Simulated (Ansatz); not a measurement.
# SrO: stress in a strained cell

Aim: deform SrO (zz strain of -1 %) and compute stress, forces and field gradients with LAPW, PAW and all-electron datasets made for the crystal.

Method: DFT PBE, scalar-relativistic, in Ansatz 0.2.0.

### Step 1. Starting point

Symmetry: Fm-3m, No. 225, cubic system. Conventional cell: a = 5.140 Å, b = 5.140 Å, c = 5.140 Å, α = 90.00°, β = 90.00°, γ = 90.00°. Around Sr (site symmetry m-3m) lie 6 O at 2.57 Å. O (site symmetry m-3m) is surrounded by 6 Sr at 2.57 Å.

Structure file:

```
Sr O
1.0
     0.00000    2.56980    2.56980
     2.56980    0.00000    2.56980
     2.56980    2.56980    0.00000
Sr O
1 1
Cartesian
  0.0000 0.0000 0.0000
  2.5698 2.5698 2.5698
```

Atoms are numbered in the order of the input: Sr1, O2.

### Step 2. After the deformation

Space group Fm-3m before, I4/mmm after.

### Step 3. Full-potential LAPW

The input, input.yaml:

```yaml
crystal:
  lattice:
    - [0.0, 2.5698, 2.544102]
    - [2.5698, 0.0, 2.544102]
    - [2.5698, 2.5698, 0.0]
  atoms:
    - { symbol: Sr, position: [0.0, 0.0, 0.0] }
    - { symbol: O, position: [0.5, 0.5, 0.5] }
kpoints:
  mp_grid: { grid: [8, 8, 8] }
  band_path:
    path:
      - [0.0, 0.0, 0.0]
      - [0.0, 0.5, 0.5]
      - [0.25, 0.75, 0.5]
      - [0.0, 0.5, 0.0]
      - [0.0, 0.0, 0.0]
      - [0.5, 0.5, 0.0]
      - [0.3775380063, 0.6224619937, 0.0]
      - [-0.3775380063, 0.3775380063, 0.0]
      - [0.0, 0.0, 0.0]
    npoints: 5
scf:
  occupations: { method: fermi_dirac, width: 0.02 }
hamiltonian:
  xc: pbe
  pseudopotentials: { kind: all_electron, lapw: { basis_error: 0.00025 } }
output:
  forces: true
  stress: true
  eigenvalues: true
```

Command:

```sh
$ ansatz run input.yaml --threads 1 --pin off --max-ram 3072MiB --backend cpu --events-out ev --progress --plain --runs-dir out
```

### Step 4. PAW with frozen cores

The input, input.yaml:

```yaml
crystal:
  lattice:
    - [0.0, 2.5698, 2.544102]
    - [2.5698, 0.0, 2.544102]
    - [2.5698, 2.5698, 0.0]
  atoms:
    - { symbol: Sr, position: [0.0, 0.0, 0.0] }
    - { symbol: O, position: [0.5, 0.5, 0.5] }
kpoints:
  mp_grid: { grid: [8, 8, 8] }
scf:
  occupations: { method: fermi_dirac, width: 0.02 }
hamiltonian:
  xc: pbe
  pseudopotentials: { kind: paw }
output:
  forces: true
  stress: true
  eigenvalues: true
  efg: { contact_densities: true }
```

### Step 5. Datasets made for this crystal

input.yaml: that of step 4 with these lines changed.

```diff
@@ -14,3 +14,3 @@
   xc: pbe
-  pseudopotentials: { kind: paw }
+  pseudopotentials: { kind: all_electron, datasets: crystal }
 output:
```

(Steps that only read results are left out.)

Q: Predict the outcome of this session. Wanted: pressure; largest shear or deviatoric stress.

As calculated:

| quantity | value |
| --- | --- |
| pressure | LAPW 3.95, PAW 3.95, crystal datasets 3.95 GPa |
| largest shear or deviatoric stress (LAPW) | 0.98 GPa |

In words: The largest part of the stress beyond the pressure is 0.98 GPa in size, in the zz component; the atoms are carried along and not relaxed. No run of the undeformed cell stands beside it, so the pressure holds what the given cell had before the change. PAW: stress within 0.01 GPa of LAPW. Crystal datasets: stress within 0.01 GPa of LAPW.
